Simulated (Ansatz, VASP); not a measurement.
# Ru (free-standing triangular Ru monolayer, spacing 3.288 A) in two plane-wave programs, part 2 of 2

One calculation is typed for both programs; each brings its own data sets and cutoff. How far apart do they land?

VASP 6.6.1 and Ansatz 0.2.0.

So far: Set-up; VASP: single point, r2SCAN.

In doubt: warnings of the run leave room for a lower electronic state (step 3), so energies may not be the lowest and differences between runs may mislead.

**3. Ansatz: single point, r2SCAN**

Level of this step: Ansatz beside VASP: Kohn-Sham DFT, plane waves, r2SCAN (Ansatz).

Ansatz runs on its default PAW (the set named soft_2) files.

The same cell, functional, mesh and smearing now go to Ansatz, which takes its cutoff from its data sets.

File input.yaml:

```yaml
crystal:
  lattice:
    - [6.576, 0.0, 0.0]
    - [-1.644, 2.847492, 0.0]
    - [0.0, 0.0, 14.0]
  atoms:
    - { symbol: Ru, position: [0.0, 0.0, 0.5], spin: 1.0 }
    - { symbol: Ru, position: [0.5, 0.0, 0.5], spin: -1.0 }
hamiltonian:
  xc: r2scan
  pseudopotentials: { kind: paw }
magnetization:
  spin_polarized: true
kpoints:
  mp_grid: { grid: [8, 8, 1] }
scf:
  occupations: { method: gaussian, width: 0.1 }
  n_extra_bands: 7
output:
  forces: true
  eigenvalues: true
  write_density: true
  write_potential: true
  elf: true
  volumetric_format: npy
```

Command:

```sh
$ ansatz run input.yaml --threads 2 --pin off --max-ram 4608MiB --backend cpu --events-out ev --progress --plain --runs-dir out
```

Numbers of over 12 decimals in the logs are rounded to 6 here.

The log of the run:

```text
scf.n_extra_bands = 7 over 16 filled bands (N_el = 32.0): the run solves 23 bands
Engine: ansatz 0.2.0, aarch64-unknown-linux-gnu
Pseudopotentials: kind: paw
Pseudopotential: Ru, paw, valence charge 16, recommended cutoff 500 eV (meta_gga), Ru.paw.azcp
Functional definition: r2SCAN
  parameter k0 = 0.174
  parameter k1 = 0.065
  parameter a1 = 4.9479
  exchange = r2scan_x(k0 = k0, k1 = k1, a1 = a1)
  correlation = r2scan_c
Crystal: 2 atoms, lattice volume = 262.152 Å³
Basis set: ecut = 500 eV, 6577 PW (Γ), exchange–correlation on 192×96×432 points (64 copies of the dense FFT grid, shifted against one another)
Bands: 23, of which v1, the nominal top of the filled ones, is band 16 counted from 1 (15 counted from 0)
Symmetry: 8 space group operations
Space group: Pmmm (ITA 47), of the structure as read, at distance tolerance 6.4e-5 Å
Magnetic group: BNS 47.255 (UNI 353), of the structure as read, at distance tolerance 6.4e-5 Å
k-points: 25 of 64
Non-local potential: Ru, projectors of the file, l = 0: 3, l = 1: 2, l = 2: 2, l = 3: 1
PAW form: soft (Blöchl's): semilocal exchange-correlation on the pseudo side does not see the compensation charge
PAW frozen core: Ru, regenerated for the run's functional (the file was generated under x = pbe(κ = 0.804, μ = 0.219515), c = pbe(β = 0.066725))
PAW one-centre angular grid: Ru, 590 points (default); XC on 160 Gauss nodes
Initial density: superposition of atomic densities (neutral atoms: chi_scale 0, normalization atom)
Starting moments: Σ|m| = 2 μB on 2 of 2 sites
Starting magnetic order: antiferromagnet; a translation exchanges its spin sublattices: spin-degenerate at every k-point
Initial wavefunctions: pseudopotential atomic-orbital guess
Functional: x = r2scan, c = r2scan; τ floored in thin density (d = 2e-4 eV/Å³)
iter 1 solved again at ethr=2.83e-3 eV; its pass at ethr=3.10e-3 eV (dr2=9.06e-1 eV) is discarded
SCF iter   1: F=—  HF=-11771.217038 eV  |F-HF|=—  |Δ(HF+E_count)|=         —  Δρ=1.61e-2 (↑1.61e-2 ↓1.61e-2)  dr2=1.22e0  dr2_τ=4.38e-2  dr2_m=3.98e-1  M=0.000 μB ∫|m|=2.979 μB  β_m=0.30  ethr=2.83e-3  ⟨swp⟩=2.0  Hψ=3572  notcnv=0
Mixer restart at iter 1: flushing history
preconditioner: auto → LDOS  [metal: Δε(μ)=0.019 eV  Ē_g=3.726 eV  σ=0.100 eV  W_gap=0.11  n_scr=24 (ndim 8)  ℏωp=9.2 eV  f_vac=0.678  D(μ)=13.71/eV (n_scr^D=134)]
spin=Collinear: LDOS preconditioning applied to the charge; magnetization (m = ρ↑ − ρ↓) channel mixes plain (no charge-response kernel on spin).
SCF iter   2: F=—  HF=-11770.944552 eV  |F-HF|=—  |Δ(HF+E_count)|=   2.72e-1  Δρ=1.31e-2 (↑1.31e-2 ↓1.31e-2)  dr2=3.99e-1  dr2_τ=8.21e-3  dr2_m=3.29e-1  M=0.000 μB ∫|m|=3.158 μB  β_m=0.30  ethr=2.83e-3  ⟨swp⟩=2.0  Hψ=942  notcnv=0  κ⁻¹=1.0e0(r=1)
SCF iter   3: F=—  HF=-11771.381263 eV  |F-HF|=—  |Δ(HF+E_count)|=   4.37e-1  Δρ=1.11e-2 (↑1.11e-2 ↓1.11e-2)  dr2=1.53e-1  dr2_τ=3.84e-3  dr2_m=2.40e-1  M=0.000 μB ∫|m|=3.501 μB  β_m=0.30  ethr=1.25e-3  ⟨swp⟩=2.7  Hψ=1203  notcnv=0  defer=19  κ⁻¹=1.2e-1(r=2)
SCF iter   4: F=—  HF=-11773.670316 eV  |F-HF|=—  |Δ(HF+E_count)|=         —  Δρ=2.65e-2 (↑2.65e-2 ↓2.65e-2)  dr2=4.24e-1  dr2_τ=8.41e-2  dr2_m=1.30e0  M=0.000 μB ∫|m|=5.562 μB  β_m=1.00  ethr=4.78e-4  ⟨swp⟩=2.0  Hψ=1082  notcnv=0  defer=19  κ⁻¹=1.2e-1(r=2)
SCF iter   5: F=—  HF=-11772.847066 eV  |F-HF|=—  |Δ(HF+E_count)|=   8.23e-1  Δρ=7.21e-3 (↑7.21e-3 ↓7.21e-3)  dr2=8.18e-2  dr2_τ=1.02e-2  dr2_m=1.03e-1  M=0.000 μB ∫|m|=5.787 μB  β_m=0.30  ethr=1.56e-4  ⟨swp⟩=3.2  Hψ=1617  notcnv=0  defer=39  κ⁻¹=1.2e-1(r=2)
SCF iter   6: F=—  HF=-11772.862226 eV  |F-HF|=—  |Δ(HF+E_count)|=   1.52e-2  Δρ=6.12e-3 (↑6.12e-3 ↓6.12e-3)  dr2=3.09e-2  dr2_τ=9.91e-4  dr2_m=7.89e-2  M=0.000 μB ∫|m|=5.811 μB  β_m=0.30  ethr=1.56e-4  ⟨swp⟩=2.3  Hψ=1007  notcnv=0  defer=45  κ⁻¹=2.5e-2(r=3)
SCF iter   7: F=—  HF=-11772.908415 eV  |F-HF|=—  |Δ(HF+E_count)|=   4.62e-2  Δρ=2.42e-3 (↑2.42e-3 ↓2.42e-3)  dr2=5.37e-3  dr2_τ=7.11e-4  dr2_m=1.25e-2  M=0.000 μB ∫|m|=5.881 μB  β_m=0.30  ethr=9.66e-5  ⟨swp⟩=2.2  Hψ=1044  notcnv=0  defer=45  κ⁻¹=1.4e-2(r=4)
SCF iter   8: F=—  HF=-11772.923218 eV  |F-HF|=—  |Δ(HF+E_count)|=   1.48e-2  Δρ=6.56e-4 (↑6.56e-4 ↓6.56e-4)  dr2=8.96e-4  dr2_τ=5.53e-5  dr2_m=8.02e-4  M=0.000 μB ∫|m|=5.922 μB  β_m=0.30  ethr=1.68e-5  ⟨swp⟩=2.0  Hψ=1129  notcnv=0  defer=45  κ⁻¹=1.3e-3(r=5)
[...]
SCF 1 converged in 17 iterations: F = -11772.925564 eV  dr2 = 1.28e-8
  greatest PAW one-centre occupation: 1.005 electrons in one spin orbital (limit 2), on the Ru atom at site 1 (counted from 0), in its partial waves of l = 1
Symmetry: 4 space group operations
k-points: 34 of 64
Initial density: read from a saved state, or passed on in memory by an earlier SCF of this step, an earlier step, the calling program or the single point that the run made first
Starting moments: Σ|m| = 2 μB on 2 of 2 sites; this step starts from the density that it was given
Initial wavefunctions: those read from a saved state, or passed on in memory by an earlier step or the calling program
the translation (0.5, 0, 0) carries every atom to within crystal.symmetry.tolerance of an atom of its element with the starting moment reversed, but both spin channels are solved: the run starts from a saved state that isn't shown to keep it, or this solve from the single point that its walk made first
[...]
preconditioner: auto → LDOS  [metal: Δε(μ)=0.009 eV  Ē_g=4.623 eV  σ=0.100 eV  W_gap=0.05  n_scr=24 (ndim 8)  ℏωp=9.2 eV  f_vac=0.693  D(μ)=2.76/eV (n_scr^D=12)]
spin=Collinear: LDOS preconditioning applied to the charge; magnetization (m = ρ↑ − ρ↓) channel mixes plain (no charge-response kernel on spin).
[...]
SCF iter   3: F=—  HF=-11773.051003 eV  |F-HF|=—  |Δ(HF+E_count)|=   4.27e-2  Δρ=4.43e-4 (↑4.43e-4 ↓4.42e-4)  dr2=4.33e-4  dr2_τ=4.52e-5  dr2_m=2.84e-4  M=0.000 μB ∫|m|=6.002 μB  ethr=3.13e-6  ⟨swp⟩=1.5  Hψ=5782  notcnv=0
SCF iter   4: F=—  HF=-11773.053394 eV  |F-HF|=—  |Δ(HF+E_count)|=   2.39e-3  Δρ=1.38e-4 (↑1.38e-4 ↓1.38e-4)  dr2=1.25e-4  dr2_τ=5.51e-6  dr2_m=5.85e-6  M=0.000 μB ∫|m|=6.004 μB  ethr=2.50e-6  ⟨swp⟩=1.0  Hψ=4625  notcnv=0
SCF iter   5: F=—  HF=-11773.053380 eV  |F-HF|=—  |Δ(HF+E_count)|=   1.40e-5  Δρ=4.34e-5 (↑4.34e-5 ↓4.34e-5)  dr2=1.76e-5  dr2_τ=4.31e-7  dr2_m=6.40e-7  M=0.000 μB ∫|m|=6.004 μB  ethr=4.58e-7  ⟨swp⟩=1.0  Hψ=4080  notcnv=0
SCF iter   6: F=—  HF=-11773.053380 eV  |F-HF|=—  |Δ(HF+E_count)|=   7.92e-7  Δρ=1.53e-5 (↑1.51e-5 ↓1.53e-5)  dr2=6.61e-7  dr2_τ=2.73e-8  dr2_m=3.03e-7  M=0.000 μB ∫|m|=6.004 μB  ethr=6.16e-8  ⟨swp⟩=1.0  Hψ=3984  notcnv=0
SCF iter   7: F=—  HF=-11773.053382 eV  |F-HF|=—  |Δ(HF+E_count)|=   2.68e-6  Δρ=3.86e-6 (↑3.66e-6 ↓3.86e-6)  dr2=3.29e-8  dr2_τ=4.05e-9  dr2_m=2.05e-8  M=0.000 μB ∫|m|=6.004 μB  ethr=3.13e-10  ⟨swp⟩=2.0  Hψ=5462  notcnv=0
SCF iter   8: F=-11773.053382 eV  HF=-11773.053382 eV  |F-HF|=2.07e-9  |Δ(HF+E_count)|=   2.12e-7  Δρ=6.71e-7 (↑5.59e-7 ↓6.71e-7)  dr2=3.16e-9  dr2_τ=9.75e-11  dr2_m=3.18e-10  M=-0.000 μB ∫|m|=6.004 μB  ethr=1.85e-10  ⟨swp⟩=1.0  Hψ=4421  notcnv=0
SCF iter   9: F=-11773.053382 eV  HF=-11773.053382 eV  |F-HF|=2.08e-9  |Δ(HF+E_count)|=  4.18e-11  Δρ=6.72e-7 (↑5.59e-7 ↓6.72e-7)  dr2=3.16e-9  dr2_τ=9.83e-11  dr2_m=3.22e-10  M=-0.000 μB ∫|m|=6.004 μB  ethr=9.87e-12  ⟨swp⟩=1.5  Hψ=5270  notcnv=0
SCF 2 converged in 9 iterations: F = -11773.053382 eV  dr2 = 3.16e-9
the translation (0.5, 0, 0) carries every atom to within crystal.symmetry.tolerance of an atom of its element with the starting moment reversed, but both spin channels are solved: the run starts from a saved state that isn't shown to keep it, or this solve from the single point that its walk made first
iter 1 solved again at ethr=9.80e-12 eV; its pass at ethr=3.10e-3 eV (dr2=3.13e-9 eV) is discarded
SCF iter   1: F=-11773.053382 eV  HF=-11773.053382 eV  |F-HF|=2.07e-9  |Δ(HF+E_count)|=         —  Δρ=6.72e-7 (↑5.59e-7 ↓6.72e-7)  dr2=3.16e-9  dr2_τ=9.84e-11  dr2_m=3.22e-10  M=-0.000 μB ∫|m|=6.004 μB  β_m=0.30  ethr=9.80e-12  ⟨swp⟩=1.8  Hψ=6374  notcnv=0
preconditioner: auto → LDOS  [metal: Δε(μ)=0.051 eV  Ē_g=4.686 eV  σ=0.100 eV  W_gap=0.28  n_scr=24 (ndim 8)  ℏωp=9.2 eV  f_vac=0.691  D(μ)=0.75/eV (n_scr^D=2)]
spin=Collinear: LDOS preconditioning applied to the charge; magnetization (m = ρ↑ − ρ↓) channel mixes plain (no charge-response kernel on spin).
SCF iter   2: F=-11773.053382 eV  HF=-11773.053382 eV  |F-HF|=6.55e-10  |Δ(HF+E_count)|=  8.24e-10  Δρ=4.27e-7 (↑3.57e-7 ↓4.27e-7)  dr2=5.75e-10  dr2_τ=1.52e-11  dr2_m=1.96e-10  M=0.000 μB ∫|m|=6.004 μB  ethr=9.80e-12  ⟨swp⟩=10.8  Hψ=8708  notcnv=0
SCF 3 converged in 2 iterations: F = -11773.053382 eV  dr2 = 5.75e-10
WARN: The output density's exchange-correlation potential varies sharply where the density is thin. Do not read a vacuum level from v_tot or v_xc, or from such a field of the output density. On a cell that repeats whose density bears no net charge and no dipole along the vacuum's axis use v_es (v_loc + v_h of the components); under efield.dipole_correction with no amplitude use v_es + v_field, which holds any externa [...]
WARN: an SCF from ferromagnetic starting moments (-2.55, -2.55 Bohr magnetons, atom by atom) was not made, by what the run has read of turns of its moments that order reads lower: the deck asks for what bars it, or types moments that do (magnetization.spin_polarized, in the input reference, names some of the keys), or the run goes by scf.lower_state_search: light, the default, which as a rule tries one only behind a  [...]
SCF converged after 2 iterations
Magnetization: 0.0000 μB (16.0000 up, 16.0000 down)
Absolute magnetization: 6.0041 μB (∫|ρ↑−ρ↓|, with the PAW one-centre terms)
Spin contamination: 2.9218 ħ² per cell (⟨S²⟩ above its minimum at these occupations)
Per-site moments (μB) at R_I (Å): [(2.758448, 1.356300), (-2.758451, 1.356300)]
Free energy (F): -11773.053382 eV
Harris-Foulkes:  -11773.053382 eV  (|F-HF|=6.55e-10)
Internal energy: -11773.049656 eV  (E = F + TS)
E sigma→0 (E₀):  -11773.051519 eV
Entropy (-TS):   -0.003727 eV (-1.863 meV/atom)
Fermi energy:    -1.423582 eV
--- Per-component energies (eV) ---
  E_band       = -898.046628
  E_kinetic    = 1016.082980
  E_local      = -12763.765866  (includes V_loc(G=0)·N_el)
  E_nonlocal   = 700.572311
  E_hartree    = 5547.492040
  E_xc         = -356.758353
  E_vxc        = -516.721339  (∫ρ·V_xc dr)
  E_paw        = -6964.582755  (= ΣΔE_a)
  E_vpaw       = -466.646483  (= ΣTr[D̂ρ^β])
  E_aug_tail   = 0.000189  (compensation charges beyond the density's cutoff)
  E_vtau       = 37.447714  (kinetic-family band-sum trace: ∫τ·v_τ [+ j·A + Jᵃ·Aᵃ] dr)
  E_ewald      = 1048.531710
  E_core_change = -0.621911  (= ΣΔE_core)
  E_smearing   = -0.003727  (= −TS)
  E_closure    = 0.000000  (closes the sum)
  Σ components = -11773.053382   (vs F -11773.053382, Δ=0.00e0)
--- Forces (eV/Å), atoms counted from 1 ---
  atom   1  Ru     0.00000000     0.00000000     0.00000000
  atom   2  Ru     0.00000000     0.00000000     0.00000000
  max |Σ_I F_I| component: 0.00e0 eV/Å
--- Band table (eV; the first three rows and the last of 68) ---
  k-point 0 ↑: bands = [... 12 lower, -3.2881, -3.0767, -2.2063, -1.6759, -0.7806, 0.0097, 0.0193, 0.0858, ... 3 higher]
  k-point 1 ↑: bands = [... 12 lower, -3.3773, -3.1783, -2.1125, -1.8285, -1.1739, -0.3769, -0.2004, 0.6784, ... 3 higher]
  k-point 2 ↑: bands = [... 12 lower, -3.2531, -3.2337, -2.0185, -1.9206, -1.4006, -0.4624, -0.3191, 1.1301, ... 3 higher]
  k-point 33 ↓: bands = [... 12 lower, -3.1606, -2.5185, -2.1527, -1.6206, -0.8790, -0.2034, 0.2013, 1.4930, ... 3 higher]
```

Elapsed: 6 min, on 2 threads of Arm Neoverse V1, shared host; peak memory 1.6 GiB.

**4. Differences**

Known differences besides the PAW data sets themselves: VASP keeps PBE cores, Ansatz makes them for the functional; the data sets hold 32 valence electrons in Ansatz (default PAW (the set named soft_2) files) and 16 in VASP; the cutoff is 500 eV in Ansatz and 350 eV in VASP (PREC = Normal); site moments are counted in spheres of each program's own size. Total energies have different zeros and are not compared.

Both answers:

| quantity | Ansatz | VASP | difference |
| --- | --- | --- | --- |
| moment on Ru1 (μB) | 2.76 | 2.73 | +0.03 |
| moment on Ru2 (μB) | -2.76 | -2.73 | -0.03 |

**5. VASP: single point, r2SCAN, DFT+U**

A single point gives forces, pressure and levels at one fixed geometry, so differences don't come from the geometry; what else differs is listed under the comparison.

File INCAR:

```
SYSTEM = Ru
PREC = Normal
ENCUT = 350
EDIFF = 1E-06
NELM = 150
ISMEAR = 0
SIGMA = 0.1
LREAL = .FALSE.
ALGO = Normal
METAGGA = R2SCAN
LASPH = .TRUE.
NBANDS = 17
ISPIN = 2
MAGMOM = 1 1
LDAU = .TRUE.
LDAUTYPE = 2
LDAUL = 2
LDAUU = 6
LDAUJ = 0
LDAUPRINT = 1
LMAXMIX = 4
LORBIT = 11
LWAVE = .FALSE.
LCHARG = .FALSE.
KPAR = 2
AMIX = 0.2
BMIX = 1E-04
AMIX_MAG = 0.8
BMIX_MAG = 1E-04
NEDOS = 1200
```

File POSCAR:

```
Ru
1.0
    6.5760000000      0.0000000000      0.0000000000
   -1.6440000000      2.8474920000      0.0000000000
    0.0000000000      0.0000000000     14.0000000000
Ru
2
Direct
    0.0000000000      0.0000000000      0.5000000000
    0.5000000000      0.0000000000      0.5000000000
```

File KPOINTS:

```
Automatic mesh
0
Gamma
8 8 1
0 0 0
```

PAW data sets: Ru (PBE family, release 64).

Command:

```sh
$ mpirun -np 2 vasp_std
```

The log of the run:

```text
[banner, memory and clock lines left out]
running    2 mpi-ranks, on    1 nodes
[...]
[... a notice as in an earlier step ...]

 LDA part: xc-table for (None), standard interpolation
 POSCAR, INCAR and KPOINTS ok, starting setup
[...]
entering main loop
       N       E                     dE             d eps       ncg     rms          rms(c)
DAV:   1     0.391211723657E+02    0.39121E+02   -0.39108E+03  1700   0.482E+02
DAV:   2    -0.292679250562E+02   -0.68389E+02   -0.58851E+02  2436   0.105E+02
DAV:   3    -0.334993167204E+02   -0.42314E+01   -0.40034E+01  1867   0.293E+01
DAV:   4    -0.335384171521E+02   -0.39100E-01   -0.39055E-01  2082   0.317E+00
[...]
DAV:  40    -0.362940241858E+02    0.40890E-05   -0.45742E-07  1516   0.699E-03    0.441E-04
DAV:  41    -0.362940278472E+02   -0.36615E-05   -0.45543E-07  1500   0.636E-03    0.439E-04
DAV:  42    -0.362940276514E+02    0.19577E-06   -0.31067E-07  1500   0.534E-03
   1 F= -.36294028E+02 E0= -.36289243E+02  d E =-.957004E-02  mag=     6.3840
```

OUTCAR, selected parts (step 5):

```text
  Total       -4.2480801     -4.3726705     -0.0344800      0.1078972      0.0000000      0.0000000
  in kB      -25.9627643    -26.7242168     -0.2107295      0.6594296      0.0000000      0.0000000
  external PRESSURE =     -17.6325702 kB  Pullay stress =       0.0000000 kB

 POSITION                                       TOTAL-FORCE (eV/Angst)
 -----------------------------------------------------------------------------------
      0.00000      0.00000      7.00000         0.000000      0.000000     -0.000000
      3.28800      0.00000      7.00000        -0.000000      0.000000      0.000000
 -----------------------------------------------------------------------------------
    total drift:                                0.000000      0.000000      0.000000

  FREE ENERGIE OF THE ION-ELECTRON SYSTEM (eV)
  ---------------------------------------------------
  free  energy   TOTEN  =       -36.2940276514 eV

  energy  without entropy=      -36.2844576144  energy(sigma->0) =      -36.28924263

 magnetization (x)
# of ion       s       p       d       tot
------------------------------------------
    1        0.075   0.008   2.958   3.041
    2        0.075   0.008   2.958   3.041
--------------------------------------------------
tot          0.149   0.016   5.916   6.082

[... 2 parts as in an earlier step ...]

[... 1 further part left out ...]
[key lines of the parts left out:]
E-fermi :  -1.3060
```

**6. Ansatz: single point, r2SCAN, DFT+U**

The same cell, functional, mesh and smearing now go to Ansatz, which takes its cutoff from its data sets.

input.yaml, the sections that differ from step 3:

```yaml
crystal:
  lattice:
    - [6.576, 0.0, 0.0]
    - [-1.644, 2.847492, 0.0]
    - [0.0, 0.0, 14.0]
  atoms:
    - { symbol: Ru, position: [0.0, 0.0, 0.5], spin: 1.0 }
    - { symbol: Ru, position: [0.5, 0.0, 0.5], spin: 1.0 }
hamiltonian:
  xc: r2scan
  pseudopotentials: { kind: paw }
  hubbard: { sites: [{ species: Ru, l: d, u_eff: 6.0 }] }
# magnetization, kpoints, scf, output: as in step 3
```

Command:

```sh
$ ansatz run input.yaml --threads 2 --pin off --max-ram 4608MiB --backend cpu --events-out ev --progress --plain --runs-dir out
```

The log of the run:

```text
Ru: projections on atomic orbitals take those of the free atom [Ar 3d10] 4s2 4p6 4d7 5s1, of charge +0.00 (hamiltonian.pseudopotentials.projection_atoms); the dataset's partial waves leave at most 8.1e-6 of an orbital's norm unspanned inside its sphere
scf.n_extra_bands = 7 over 16 filled bands (N_el = 32.0): the run solves 23 bands
Engine: ansatz 0.2.0, aarch64-unknown-linux-gnu
Pseudopotentials: kind: paw
Pseudopotential: Ru, paw, valence charge 16, recommended cutoff 500 eV (meta_gga), Ru.paw.azcp
Functional definition: r2SCAN
  parameter k0 = 0.174
  parameter k1 = 0.065
[...]
SCF 3 converged in 10 iterations: F = -11771.592718 eV  dr2 = 2.07e-8
[...]
SCF 4 converged in 2 iterations: F = -11771.592718 eV  dr2 = 2.24e-9
Symmetry: 4 space group operations
[...]
this SCF's setup event announced max_iter 4: a cap that the engine derives, which gives way to 146 iterations because this look along open shells stands lower than the state that it set out from. From here on the SCF can send more iterations than it announced.
[...]
```

Run time: 24 min. Hardware: 2 threads; peak memory 1.5 GiB.

The run was cut off at its time limit.

**7. Summary of results**

- difference in moment on Ru1 (single point, r2SCAN): 0.030 μB

What this shows: The difference in moment on Ru1 is 0.030 μB (single point, r2SCAN). Ansatz did not finish the single point, r2SCAN, DFT+U run on these settings, where VASP converged. Differences of this kind measure data sets and numerical settings, not the functional's error against experiment.

[Lines on the potential files, build, host, timing and source positions are cut from VASP's logs without a mark.]

[Logs are printed without paths, hosts, clocks, repeated set-up lines and the standing remarks that a program may print on its own settings, such as how far it seeks lower states.]

[Hosts, paths, dates, database ids (printed as entryN), source tags and the programs' standing remarks are cut or masked in the printed files.]
